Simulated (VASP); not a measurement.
# Ni (Fm-3m) in VASP: further runs, part 2 of 2

VASP 6.6.1. The steps go on from the part before.

## Step 3: Relaxation of cell and atoms, PBE, collinear spin, ferromagnetic start

This run uses another cell than the first one, of 10.88 Å³/atom, 0.995 times its volume.

INCAR reads:

```
SYSTEM = Ni
  PREC = Accurate
  ENCUT = 520
  EDIFF = 1E-7
  ISMEAR = 1
  SIGMA = 0.2
  LREAL = .False.
  LASPH = .True.
  NELM = 150
  ALGO = Normal
  ISIF = 3
  LWAVE = .False.
  LCHARG = .False.
  ISPIN = 2
  MAGMOM = 0.8
  LORBIT = 11
  LMAXMIX = 4
  GGA = PE
  IBRION = 2
  NSW = 80
  EDIFFG = -0.002
```

KPOINTS reads:

```
regular mesh
0
Gamma
  20 20 20
  0 0 0
```

POSCAR reads:

```
Ni                                      
1.0
    0.0000000000      1.7589157082      1.7589157082
    1.7589157082      0.0000000000      1.7589157082
    1.7589157082      1.7589157082      0.0000000000
  Ni            
     1
Direct
     0.0000000000000000    0.0000000000000000    0.0000000000000000
```

Potentials or basis: VASP PAW PBE potentials, release 64 (Ni).

Command:

```sh
$ cat potpaw_PBE.64/Ni/POTCAR > POTCAR
$ mpirun -np 1 vasp_std > vasp.out
```

OUTCAR:

```text
SYSTEM = Ni
   PREC = Accurate
   ENCUT = 520
   EDIFF = 1E-7
   ISMEAR = 1
   LREAL = .False.
   LASPH = .True.
   NELM = 150
   ISIF = 3
   ISPIN = 2
   LORBIT = 11
   GGA = PE
   IBRION = 2
   NSW = 80
   EDIFFG = -0.002

 ion  position               nearest neighbor table
   1  0.000  0.000  0.000-

  LATTYP: Found a face centered cubic cell.
 ALAT       =     3.5178314164

  Lattice vectors:

 A1 = (   0.0000000000,   1.7589157082,   1.7589157082)
 A2 = (   1.7589157082,   0.0000000000,   1.7589157082)
 A3 = (   1.7589157082,   1.7589157082,   0.0000000000)

Analysis of symmetry for initial positions (statically):
=====================================================================
 Subroutine PRICEL returns:
 Original cell was already a primitive cell.

 Routine SETGRP: Setting up the symmetry group for a
 face centered cubic supercell.

 Subroutine GETGRP returns: Found 48 space group operations
 (whereof 48 operations were pure point group operations)
 out of a pool of 48 trial point group operations.

The static configuration has the point symmetry O_h .

Analysis of symmetry for dynamics (positions and initial velocities):
=====================================================================
 Subroutine PRICEL returns:
 Original cell was already a primitive cell.

 Routine SETGRP: Setting up the symmetry group for a
 face centered cubic supercell.

 Subroutine GETGRP returns: Found 48 space group operations
 (whereof 48 operations were pure point group operations)
 out of a pool of 48 trial point group operations.

The dynamic configuration has the point symmetry O_h .

Analysis of structural, dynamic, and magnetic symmetry:
=====================================================================
 Subroutine PRICEL returns:
 Original cell was already a primitive cell.

 Routine SETGRP: Setting up the symmetry group for a
 face centered cubic supercell.

 Subroutine GETGRP returns: Found 48 space group operations
 (whereof 48 operations were pure point group operations)
 out of a pool of 48 trial point group operations.

The overall configuration has the point symmetry O_h .

 Subroutine INISYM returns: Found 48 space group operations
 (whereof 48 operations are pure point group operations),
 and found     1 'primitive' translations

----------------------------------------------------------------------------------------

                                     Primitive cell

  volume of cell :      10.8834

  direct lattice vectors                    reciprocal lattice vectors
     0.000000000  1.758915708  1.758915708    -0.284266038  0.284266038  0.284266038
     1.758915708  0.000000000  1.758915708     0.284266038 -0.284266038  0.284266038
     1.758915708  1.758915708  0.000000000     0.284266038  0.284266038 -0.284266038

  length of vectors
     2.487482450  2.487482450  2.487482450     0.492363221  0.492363221  0.492363221

  position of ions in fractional coordinates (direct lattice)
     0.000000000  0.000000000  0.000000000

  ion indices of the primitive-cell ions
   primitive index   ion index
                 1           1

----------------------------------------------------------------------------------------

 KPOINTS: regular mesh

Automatic generation of k-mesh.
 Grid dimensions read from file:
[... 64 lines left out ...]
   NELM   =    150;   NELMIN=  2; NELMDL= -5     # of ELM steps
   EDIFF  = 0.1E-06   stopping-criterion for ELM
   LREAL  =      F    real-space projection
   EDIFFG = -.2E-02   stopping-criterion for IOM
   NSW    =     80    number of steps for IOM
   IBRION =      2    ionic relax: 0-MD 1-quasi-New 2-CG
   NFREE  =      1    steps in history (QN), initial steepest desc. (CG)
   ISIF   =      3    stress and relaxation
   ISYM   =      2    0-nonsym 1-usesym 2-fastsym
   POTIM  = 0.5000    time-step for ionic-motion
   TEBEG  =    0.0;   TEEND  =   0.0 temperature during run
   PSTRESS=    0.0 pullay stress
   NELECT =      10.0000    total number of electrons
   NUPDOWN=      -1.0000    fix difference up-down
   EMIN   =  10.00;   EMAX   =-10.00  energy-range for DOS
   EFERMI =   0.00;   METHOD = LEGACY
   ISMEAR =     1;   SIGMA  =   0.20  broadening in eV -4-tet -1-fermi 0-gaus
   EFERMI_NEDOS =   21; number of points for ismear=-14 and -15
   IALGO  =     38    algorithm
   IMIX   =      4    mixing-type and parameters
     AMIX     =   0.40;   BMIX     =  1.00
     AMIX_MAG =   1.60;   BMIX_MAG =  1.00
  volume/ion in A,a.u.               =      10.88        73.44
  Fermi-wavevector in a.u.,A,eV,Ry     =   1.591548  3.007590 34.463908  2.533026
  Thomas-Fermi vector in A             =   2.690071
   LORBIT       =     11    0 simple, 1 ext, 2 COOP (PROOUT), +10 PAW based schemes
   GGA     = PE    functional components
   LHFCALC =     F    Hartree Fock is set to
   AEXX    =    0.0000 exact exchange contribution
   IVDW    =     0    specifies the selected vdW correction
   LEPSILON=     F    determine dielectric tensor
   LRPA    =     F    only Hartree local field effects (RPA)
 conjugate gradient relaxation of ions
 spin polarized calculation
 Methfessel and Paxton  Order N= 1 SIGMA  =   0.20
  energy-cutoff  :      520.00
  volume of cell :       10.88
 maximum number of plane-waves:       305
   NGX =  9   NGY =  9   NGZ =  9

 number of electron      10.0000009 magnetization       0.6294303

 Free energy of the ion-electron system (eV)
  ---------------------------------------------------
  ext. energy  EPLUGINS =         0.00000000
  ---------------------------------------------------
  free energy    TOTEN  =        -5.47113500 eV

  energy without entropy =       -5.46963149  energy(sigma->0) =       -5.47063383

 E-fermi :   9.3706     XC(G=0): -13.2537

 val. band max:        9.3705773935   @ k =   0.3500   0.2500   0.0500
 cond. band min:       9.3724039363   @ k =  -0.4500   0.5000   0.0500
 fundamental gap:      0.0018265428
 Fermi energy:         9.3706209777

 spin component 1

 k-point     1 :       0.0000    0.0000    0.0000
  band No.  band energies     occupation
      1       0.3645      1.00000
      2       6.9327      1.00000
      3       6.9327      1.00000
      4       6.9327      1.00000
      5       8.1133      1.00000
      6       8.1133      1.00000
      7      33.0938      0.00000
      8      36.9520      0.00000
      9      36.9520      0.00000
[... 265 lines left out ...]
 k-point    24 :      -0.3500    0.0500    0.0000
  band No.  band energies     occupation
      1       4.1903      1.00000
      2       7.0216      1.00000
      3       7.0765      1.00000
      4       7.1973      1.00000
      5       8.4416      1.00000
      6       8.7914      1.00016
      7      18.5095      0.00000
      8      31.0537      0.00000
      9      33.4193      0.00000

 [... further k-points ...]

 spin component 2

 k-point     1 :       0.0000    0.0000    0.0000
  band No.  band energies     occupation
      1       0.3283      1.00000
      2       7.6934      1.00000
      3       7.6934      1.00000
      4       7.6934      1.00000
      5       8.6987      1.00001
      6       8.6987      1.00001
      7      32.9291      0.00000
      8      36.9312      0.00000
      9      36.9312      0.00000
[... 265 lines left out ...]
 k-point    24 :      -0.3500    0.0500    0.0000
  band No.  band energies     occupation
      1       4.4063      1.00000
      2       7.5603      1.00000
      3       7.6701      1.00000
      4       7.7110      1.00000
      5       9.1752      1.02261
      6       9.4881      0.08562
      7      18.7545      0.00000
      8      31.0200      0.00000
      9      33.4180      0.00000

 [... further k-points ...]
[... 5 lines left out ...]
  --------------------------------------------------------------------------------------
  -------------------------------------------------------------------------------------
  Total       -0.0003780     -0.0003780     -0.0003780     -0.0000000     -0.0000000      0.0000000
  in kB       -0.0556516     -0.0556516     -0.0556516     -0.0000000     -0.0000000      0.0000000
  external PRESSURE =      -0.0556516 kB  Pullay stress =       0.0000000 kB

 VOLUME and BASIS-vectors are now :
 -----------------------------------------------------------------------------
  energy-cutoff  :      520.00
  volume of cell :       10.88
      direct lattice vectors                 reciprocal lattice vectors
     0.000000000  1.758915708  1.758915708    -0.284266038  0.284266038  0.284266038
     1.758915708  0.000000000  1.758915708     0.284266038 -0.284266038  0.284266038
     1.758915708  1.758915708  0.000000000     0.284266038  0.284266038 -0.284266038

 POSITION                                       TOTAL-FORCE (eV/Angst)
 -----------------------------------------------------------------------------------
      0.00000      0.00000      0.00000         0.000000      0.000000      0.000000
 -----------------------------------------------------------------------------------
    total drift:                                0.000000      0.000000      0.000000

  FREE ENERGIE OF THE ION-ELECTRON SYSTEM (eV)
  ---------------------------------------------------
  free  energy   TOTEN  =        -5.4711350022 eV

  energy  without entropy=       -5.4696314886  energy(sigma->0) =       -5.47063383

 reached required accuracy - stopping structural energy minimisation

 total charge

# of ion       s       p       d       tot
------------------------------------------
    1        0.498   0.498   8.314   9.309

 magnetization (x)

# of ion       s       p       d       tot
------------------------------------------
    1       -0.007  -0.025   0.674   0.642
```

CONTCAR:

```text
Ni
   1.00000000000000
     0.0000000000000000    1.7589157082000000    1.7589157082000000
     1.7589157082000000    0.0000000000000000    1.7589157082000000
     1.7589157082000000    1.7589157082000000    0.0000000000000000
  Ni
     1
Direct
     0.0000000000000000    0.0000000000000000    0.0000000000000000

  0.00000000E+00  0.00000000E+00  0.00000000E+00
```

Run time: 22 s. Hardware: 1 thread of Intel Xeon 6975P-C (Granite Rapids), shared host; peak memory 0.16 GiB.

Results:

| Item | Value |
| --- | --- |
| Free energy | -5.4711 eV |
| Pressure after relaxing | 0.0 GPa |
| Band gap on the k mesh | none (metal or under the smearing width) |
| Net moment | 0.63 μB per cell |
| Site moments | Ni +0.64 μB |
| Valence electrons inside the program's atomic spheres | Ni 9.31 |

Final structure:
```
Ni
1.0
     0.00000    1.75892    1.75892
     1.75892    0.00000    1.75892
     1.75892    1.75892    0.00000
Ni
1
Cartesian
  0.0000 0.0000 0.0000
```

Levels at points of the mesh, in eV from the Fermi level:
Spin up:
```csv
k point,band 1,band 2,band 3,band 4,band 5,band 6,band 7,band 8,band 9
"(0.00, 0.00, 0.00)",-9.01,-2.44,-2.44,-2.44,-1.26,-1.26,23.72,27.58,27.58
"(0.50, 0.00, 0.00)",-4.84,-2.42,-2.42,-0.61,-0.61,-0.29,5.66,22.21,24.67
"(0.50, 0.50, 0.00)",-4.64,-4.20,-0.55,-0.48,-0.48,2.45,9.22,14.82,14.82
```
Spin down:
| k point | band 3 | band 4 | band 5 | band 6 | band 7 | band 8 |
| --- | --- | --- | --- | --- | --- | --- |
| (0.00, 0.00, 0.00) | -1.68 | -1.68 | -0.67 | -0.67 | 23.56 | 27.56 |
| (0.50, 0.00, 0.00) | -1.80 | -0.35 | 0.15 | 0.15 | 6.09 | 22.07 |
| (0.50, 0.50, 0.00) | 0.06 | 0.39 | 0.39 | 2.41 | 9.46 | 14.83 |

Caveat: the relaxation stopped at its first step, so nothing moved.
